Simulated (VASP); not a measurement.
# Pb (Fm-3m) in VASP: a series of runs, part 2 of 3

VASP 6.6.1. Earlier steps stand in the parts before.

## (3) Relaxation of the atoms, PBEsol

INCAR reads:

```
  PREC = Accurate
  ENCUT = 600
  EDIFF = 1E-7
  ISMEAR = 1
  SIGMA = 0.1
  LREAL = False
  LASPH = True
  NELM = 80
  ALGO = Normal
  ISIF = 2
  LWAVE = False
  LCHARG = False
  GGA = PS
  IBRION = 2
  NSW = 40
  EDIFFG = -0.01
```

KPOINTS reads:

```
Automatic mesh
0
Gamma
  14 14 14
```

POSCAR reads:

```
Pb                                      
1.0
    0.0000000000      2.4671700173      2.4671700173
    2.4671700173      0.0000000000      2.4671700173
    2.4671700173      2.4671700173      0.0000000000
  Pb            
     1
Direct
     0.0000000000000000    0.0000000000000000    0.0000000000000000
```

Potentials or basis: VASP PAW PBE potentials, release 64 (Pb_d).

Command:

```bash
cat potpaw_PBE.64/Pb_d/POTCAR > POTCAR
mpirun -np 1 vasp_std > vasp.out
```

OUTCAR:

```text
PREC = Accurate
   ENCUT = 600
   EDIFF = 1E-7
   ISMEAR = 1
   LREAL = False
   LASPH = True
   NELM = 80
   ISIF = 2
   GGA = PS
   IBRION = 2
   NSW = 40
   EDIFFG = -0.01

 ion  position               nearest neighbor table
   1  0.000  0.000  0.000-

  LATTYP: Found a face centered cubic cell.
 ALAT       =     4.9343400346

  Lattice vectors:

 A1 = (   0.0000000000,   2.4671700173,   2.4671700173)
 A2 = (   2.4671700173,   0.0000000000,   2.4671700173)
 A3 = (   2.4671700173,   2.4671700173,   0.0000000000)

Analysis of symmetry for initial positions (statically):
=====================================================================
 Subroutine PRICEL returns:
 Original cell was already a primitive cell.

 Routine SETGRP: Setting up the symmetry group for a
 face centered cubic supercell.

 Subroutine GETGRP returns: Found 48 space group operations
 (whereof 48 operations were pure point group operations)
 out of a pool of 48 trial point group operations.

The static configuration has the point symmetry O_h .

Analysis of symmetry for dynamics (positions and initial velocities):
=====================================================================
 Subroutine PRICEL returns:
 Original cell was already a primitive cell.

 Routine SETGRP: Setting up the symmetry group for a
 face centered cubic supercell.

 Subroutine GETGRP returns: Found 48 space group operations
 (whereof 48 operations were pure point group operations)
 out of a pool of 48 trial point group operations.

The dynamic configuration has the point symmetry O_h .

 Subroutine INISYM returns: Found 48 space group operations
 (whereof 48 operations are pure point group operations),
 and found     1 'primitive' translations

----------------------------------------------------------------------------------------

                                     Primitive cell

  volume of cell :      30.0350

  direct lattice vectors                    reciprocal lattice vectors
     0.000000000  2.467170017  2.467170017    -0.202661347  0.202661347  0.202661347
     2.467170017  0.000000000  2.467170017     0.202661347 -0.202661347  0.202661347
     2.467170017  2.467170017  0.000000000     0.202661347  0.202661347 -0.202661347

  length of vectors
     3.489105299  3.489105299  3.489105299     0.351019750  0.351019750  0.351019750

  position of ions in fractional coordinates (direct lattice)
     0.000000000  0.000000000  0.000000000

  ion indices of the primitive-cell ions
   primitive index   ion index
                 1           1

----------------------------------------------------------------------------------------

 KPOINTS: Automatic mesh

Automatic generation of k-mesh.
 Grid dimensions read from file:
 generate k-points for:   14   14   14

 Generating k-lattice:

  Cartesian coordinates                     Fractional coordinates (reciprocal lattice)
    -0.014475811  0.014475811  0.014475811     0.071428571  0.000000000  0.000000000
     0.014475811 -0.014475811  0.014475811     0.000000000  0.071428571  0.000000000
     0.014475811  0.014475811 -0.014475811     0.000000000  0.000000000  0.071428571

  Length of vectors
     0.025072839  0.025072839  0.025072839

  Shift w.r.t. Gamma in fractional coordinates (k-lattice)
     0.000000000  0.000000000  0.000000000

 Subroutine IBZKPT returns following result:
 ===========================================

 Found    104 irreducible k-points:

 Following reciprocal coordinates:
            Coordinates               Weight
  0.000000  0.000000  0.000000      1.000000
  0.071429  0.000000  0.000000      8.000000
  0.142857  0.000000  0.000000      8.000000
  0.214286  0.000000  0.000000      8.000000
  0.285714  0.000000  0.000000      8.000000
  0.357143  0.000000  0.000000      8.000000
[... 16 lines left out ...]
  0.214286  0.142857  0.000000     24.000000
  0.285714  0.142857  0.000000     24.000000
 [... further k-points ...]
   k-points           NKPTS =    104   k-points in BZ     NKDIM =    104   number of bands    NBANDS=     11
   number of dos      NEDOS =    301   number of ions     NIONS =      1
   total plane-waves  NPLWV =  21952
   dimension x,y,z NGX =    28 NGY =   28 NGZ =   28
   dimension x,y,z NGXF=    56 NGYF=   56 NGZF=   56
   ions per type =               1
   NGX,Y,Z   is equivalent  to a cutoff of  13.34, 13.34, 13.34 a.u.
   NGXF,Y,Z  is equivalent  to a cutoff of  26.68, 26.68, 26.68 a.u.
 SYSTEM =  unknown system
   PREC   = accura    normal or accurate (medium, high low for compatibility)
   ISTART =      0    job   : 0-new  1-cont  2-samecut
   ICHARG =      2    charge: 1-file 2-atom 10-const
   ISPIN  =      1    spin polarized calculation?
   LNONCOLLINEAR =      F non collinear calculations
   LSORBIT =      F    spin-orbit coupling
   LASPH  =      T    aspherical Exc in radial PAW
   ENCUT  =  600.0 eV  44.10 Ry    6.64 a.u.   6.97  6.97  6.97*2*pi/ulx,y,z
   NELM   =     80;   NELMIN=  2; NELMDL= -5     # of ELM steps
   EDIFF  = 0.1E-06   stopping-criterion for ELM
   LREAL  =      F    real-space projection
   EDIFFG = -.1E-01   stopping-criterion for IOM
   NSW    =     40    number of steps for IOM
   IBRION =      2    ionic relax: 0-MD 1-quasi-New 2-CG
   NFREE  =      1    steps in history (QN), initial steepest desc. (CG)
   ISIF   =      2    stress and relaxation
   ISYM   =      2    0-nonsym 1-usesym 2-fastsym
   POTIM  = 0.5000    time-step for ionic-motion
   TEBEG  =    0.0;   TEEND  =   0.0 temperature during run
   PSTRESS=    0.0 pullay stress
   NELECT =      14.0000    total number of electrons
   NUPDOWN=      -1.0000    fix difference up-down
   EMIN   =  10.00;   EMAX   =-10.00  energy-range for DOS
   EFERMI =   0.00;   METHOD = LEGACY
   ISMEAR =     1;   SIGMA  =   0.10  broadening in eV -4-tet -1-fermi 0-gaus
   EFERMI_NEDOS =   21; number of points for ismear=-14 and -15
   IALGO  =     38    algorithm
   IMIX   =      4    mixing-type and parameters
     AMIX     =   0.40;   BMIX     =  1.00
     AMIX_MAG =   1.60;   BMIX_MAG =  1.00
  volume/ion in A,a.u.               =      30.03       202.69
  Fermi-wavevector in a.u.,A,eV,Ry     =   1.269332  2.398689 21.921744  1.611203
  Thomas-Fermi vector in A             =   2.402379
   LORBIT       =      0    0 simple, 1 ext, 2 COOP (PROOUT), +10 PAW based schemes
   GGA     = PS    functional components
   LHFCALC =     F    Hartree Fock is set to
   AEXX    =    0.0000 exact exchange contribution
   IVDW    =     0    specifies the selected vdW correction
   LEPSILON=     F    determine dielectric tensor
   LRPA    =     F    only Hartree local field effects (RPA)
 conjugate gradient relaxation of ions
 non-spin polarized calculation
 Methfessel and Paxton  Order N= 1 SIGMA  =   0.10
  energy-cutoff  :      600.00
  volume of cell :       30.03
 maximum number of plane-waves:      1018
   NGX = 13   NGY = 13   NGZ = 13

 number of electron      13.9999999 magnetization

 Free energy of the ion-electron system (eV)
  ---------------------------------------------------
  ext. energy  EPLUGINS =         0.00000000
  ---------------------------------------------------
  free energy    TOTEN  =        -4.00274983 eV

  energy without entropy =       -4.00280842  energy(sigma->0) =       -4.00276936

 E-fermi :   7.2476     XC(G=0): -10.3870

 val. band max:        7.2381160447   @ k =  -0.2857   0.2857   0.0714
 cond. band min:       7.2558453804   @ k =   0.3571   0.2143   0.0000
 fundamental gap:      0.0177293357
 Fermi energy:         7.2476094970

 k-point     1 :       0.0000    0.0000    0.0000
  band No.  band energies     occupation
      1      -9.7865      2.00000
      2      -9.7865      2.00000
      3      -9.7865      2.00000
      4      -9.6403      2.00000
      5      -9.6403      2.00000
      6      -4.6260      2.00000
      7      14.6944      0.00000
      8      14.6944      0.00000
      9      14.6944      0.00000
     10      16.9769      0.00000
     11      18.6449      0.00000
[... 309 lines left out ...]
 k-point    24 :       0.2857    0.1429    0.0000
  band No.  band energies     occupation
      1      -9.8296      2.00000
      2      -9.7264      2.00000
      3      -9.6970      2.00000
      4      -9.6539      2.00000
      5      -9.5686      2.00000
      6      -3.1762      2.00000
      7       8.4651     -0.00000
      8      11.9692      0.00000
      9      12.2295      0.00000
     10      15.6567      0.00000
     11      17.2780      0.00000

 [... further k-points ...]

------------------------ aborting loop because EDIFF is reached ----------------------------------------

  FORCE on cell =-STRESS in cart. coord.  units (eV):
  Direction    XX          YY          ZZ          XY          YZ          ZX
  --------------------------------------------------------------------------------------
  -------------------------------------------------------------------------------------
  Total       -0.0016680     -0.0016680     -0.0016680      0.0000000      0.0000000      0.0000000
  in kB       -0.0889797     -0.0889797     -0.0889797      0.0000000      0.0000000      0.0000000
  external PRESSURE =      -0.0889797 kB  Pullay stress =       0.0000000 kB

 VOLUME and BASIS-vectors are now :
 -----------------------------------------------------------------------------
  energy-cutoff  :      600.00
  volume of cell :       30.03
      direct lattice vectors                 reciprocal lattice vectors
     0.000000000  2.467170017  2.467170017    -0.202661347  0.202661347  0.202661347
     2.467170017  0.000000000  2.467170017     0.202661347 -0.202661347  0.202661347
     2.467170017  2.467170017  0.000000000     0.202661347  0.202661347 -0.202661347

 POSITION                                       TOTAL-FORCE (eV/Angst)
 -----------------------------------------------------------------------------------
      0.00000      0.00000      0.00000         0.000000      0.000000      0.000000
 -----------------------------------------------------------------------------------
    total drift:                               -0.000000     -0.000000     -0.000000

  FREE ENERGIE OF THE ION-ELECTRON SYSTEM (eV)
  ---------------------------------------------------
  free  energy   TOTEN  =        -4.0027498284 eV

  energy  without entropy=       -4.0028084229  energy(sigma->0) =       -4.00276936

 reached required accuracy - stopping structural energy minimisation
```

OSZICAR:

```text
N       E                     dE             d eps       ncg     rms          rms(c)
DAV:   1     0.107338172977E+03    0.10734E+03   -0.80254E+03  2308   0.165E+03
DAV:   2     0.753030828120E+00   -0.10659E+03   -0.10440E+03  2339   0.344E+02
DAV:   3    -0.390407884700E+01   -0.46571E+01   -0.46241E+01  2731   0.829E+01
DAV:   4    -0.401473003698E+01   -0.11065E+00   -0.11063E+00  2665   0.135E+01
DAV:   5    -0.402008403279E+01   -0.53540E-02   -0.53539E-02  2966   0.279E+00    0.586E-01
DAV:   6    -0.400636538633E+01    0.13719E-01   -0.21307E-02  2771   0.282E+00    0.275E-01
DAV:   7    -0.400296864418E+01    0.33967E-02   -0.84954E-03  2750   0.167E+00    0.901E-02
DAV:   8    -0.400275252386E+01    0.21612E-03   -0.37779E-04  3341   0.398E-01    0.100E-02
DAV:   9    -0.400275002294E+01    0.25009E-05   -0.78940E-06  2769   0.584E-02    0.449E-03
DAV:  10    -0.400274985432E+01    0.16862E-06   -0.52001E-07  2567   0.802E-03    0.141E-04
DAV:  11    -0.400274982836E+01    0.25960E-07   -0.93449E-09  1399   0.134E-03
   1 F= -.40027498E+01 E0= -.40027694E+01  d E =-.400275E+01
```

Run time: 29 s. Hardware: 1 thread of Intel Xeon Platinum 8488C (Sapphire Rapids), shared host; peak memory 0.18 GiB.

Results:

- Free energy: -4.0027 eV
- Pressure after relaxing: 0.0 GPa
- Band gap on the k mesh: none (metal or under the smearing width)

Final structure:
```
CELL_PARAMETERS angstrom
0.00000 2.46717 2.46717
2.46717 0.00000 2.46717
2.46717 2.46717 0.00000
ATOMIC_POSITIONS crystal
Pb 0.00000 0.00000 0.00000
```

Levels at points of the mesh, in eV from the Fermi level:
```csv
k point,band 3,band 4,band 5,band 6,band 7,band 8,band 9,band 10,band 11
"(0.00, 0.00, 0.00)",-17.03,-16.89,-16.89,-11.87,7.45,7.45,7.45,9.73,11.40
"(0.50, 0.00, 0.00)",-17.02,-16.75,-16.75,-8.19,-4.31,5.59,5.59,9.19,9.51
"(0.50, 0.50, 0.00)",-16.76,-16.71,-16.71,-6.75,-3.36,2.01,2.01,5.35,6.64
```

Caveat: the relaxation stopped at its first step, so nothing moved; the PAW data sets were made with another functional, which shifts forces and pressure a little. Spin-orbit coupling is left out, which matters for the levels of Pb.

(Continued in part 3 of 3.)
